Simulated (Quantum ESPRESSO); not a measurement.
P under changes of volume

One of the cells (132.548 Å³/atom); the others are scaled copies at fixed shape and fractional positions:

```
P
1.0
     3.28373    0.00000    0.00000
     0.00000   34.85703    0.00000
     0.00000    0.00000    4.63208
P
4
Cartesian
  1.6419 33.8204 4.2052
  1.6419 1.0366 0.4268
  0.0000 1.0366 1.8892
  0.0000 33.8204 2.7429
```

The slab is cut from a database's or a generator's crystal, which needn't be the stable form of the element.

```yaml
Program: Quantum ESPRESSO 7.5
Functional: LDA
Potentials_or_basis: GBRV 1.5 LDA
Cutoff: 612 eV
Density_cutoff: 4898 eV
k_mesh: 8 × 1 × 6
Occupations: fermi-dirac, width 0.05 eV
Spin: no spin polarisation
```

```csv
volume (Å³/atom),energy over the lowest point (meV/atom),gap on the mesh (eV)
124.595,8.73,0.79
127.246,?,?
129.897,0.00,0.84
132.548,1.96,0.85
135.199,7.55,0.86
137.850,16.41,0.87
140.501,28.19,0.88
```

Problem. What does the run at 127.246 Å³/atom give?

Solution. Energy over the lowest point 2.10 meV/atom; gap on the mesh 0.82 eV.

Worked out: A Birch-Murnaghan fit of order 3 (a polynomial in V^(-2/3)) to the other rows has its minimum at 129.89 Å³/atom with B0 = V·E''(V) = 12.0 GPa and B' = 4.4 at fixed shape and positions, which overstates the stiffness. It gives 2.10 meV/atom at 127.246 Å³/atom, against the run's 2.10. A parabola through the other rows of the gap, of slope 1.04 eV per unit of ln V there, gives 0.82 eV, against the run's 0.82.

Energies are extrapolated to zero smearing.

A mesh can miss the band edges.
